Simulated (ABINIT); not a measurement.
The system is TiB2.

```
Ti B
1.0
     3.02920    0.00000    0.00000
    -1.51460    2.62336    0.00000
     0.00000    0.00000    3.22840
Ti B
1 2
Direct
  0.00000 0.00000 0.00000
  0.66667 0.33333 0.50000
  0.33333 0.66667 0.50000
```

Base run:

```yaml
Program: ABINIT 10.8.3 (patched build)
Functional: PBEsol
Potentials_or_basis: JTH PAW PBE v2.0
Cutoff: 408 eV
k_mesh: 8 × 8 × 6
Occupations: fermi-dirac, width 0.05 eV
Spin: no spin polarisation
```

Its results: band gap on the k mesh none (metal or under the smearing width); pressure -4.5 GPa.

Task: The run is repeated on the same cell with these changes: functional from PBEsol to RPBE; k mesh from 8 × 8 × 6 to 10 × 10 × 8. What comes out?

Result: Band gap on the k mesh none (metal or under the smearing width); pressure 5.2 GPa.

Several settings changed at once, so the effect can't be laid on one alone.

Caveats: the PAW data sets were made with another functional, which shifts forces and pressure a little; the atomic spheres overlap.
